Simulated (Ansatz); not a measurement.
Wanted: the native input for an Ansatz 0.2.0 run.

* Task: band structure
* Functional: PBEsol
* Potentials or basis: all-electron LAPW, scalar-relativistic
* Cutoff: 259 eV (chosen from the basis error)
* Basis error allowed: 0.002 eV/atom
* k mesh: 10 × 10 × 2
* Occupations: fermi-dirac, width 0.05 eV
* Spin: no spin polarisation

The system is WS2, a slab with vacuum.

```
W S
1.0
     3.18321    0.00000    0.00000
    -1.59160    2.75674    0.00000
     0.00000    0.00000   23.66876
W S
2 4
Direct
  0.66667 0.33333 0.36268
  0.33333 0.66667 0.63732
  0.66667 0.33333 0.70318
  0.33333 0.66667 0.42856
  0.66667 0.33333 0.57144
  0.33333 0.66667 0.29682
```

One way to write it, as run:

input.yaml

```yaml
crystal:
  lattice:
    - [3.1832085602, 0.0, 0.0]
    - [-1.5916042801, 2.7567394786, 0.0]
    - [0.0, 0.0, 23.66876325]
  atoms:
    - { symbol: W, position: [0.6666666667, 0.3333333333, 0.36268246] }
    - { symbol: W, position: [0.3333333333, 0.6666666667, 0.63731754] }
    - { symbol: S, position: [0.6666666667, 0.3333333333, 0.70318389] }
    - { symbol: S, position: [0.3333333333, 0.6666666667, 0.42855817] }
    - { symbol: S, position: [0.6666666667, 0.3333333333, 0.57144183] }
    - { symbol: S, position: [0.3333333333, 0.6666666667, 0.29681611] }
kpoints:
  mp_grid: { grid: [10, 10, 2] }
  band_path:
    path:
      - [0.0, 0.0, 0.0]
      - [0.5, 0.0, 0.0]
      - [0.3333333333, 0.3333333333, 0.0]
      - [0.0, 0.0, 0.0]
      - [0.0, 0.0, 0.5]
      - [0.5, 0.0, 0.5]
      - [0.3333333333, 0.3333333333, 0.5]
      - [0.0, 0.0, 0.5]
    npoints: 8
scf:
  occupations: { method: fermi_dirac, width: 0.05 }
hamiltonian:
  xc: pbesol
  pseudopotentials: { kind: all_electron, lapw: { basis_error: 0.002 } }
output:
  forces: true
  stress: true
  eigenvalues: true
```

Potentials or basis: all-electron LAPW, scalar-relativistic.

Command:

```bash
$ ansatz run input.yaml --threads 4 --pin off --max-ram 12288MiB --backend cpu --events-out ev --progress --plain --runs-dir out
```

Results of the run:

```yaml
Largest_force: 0.113 eV/Å
Band_gap_on_the_k_mesh: 1.65 eV, indirect (least direct gap 2.12 eV)
Band_gap_along_the_path: 1.45 eV, indirect (least direct gap 1.76 eV)
```

Caveat: spin-orbit coupling is left out, which moves the levels of the heavy elements.

Wall time 58 s on 4 threads of Arm Neoverse V1, on a shared host, peak memory 1 GiB.
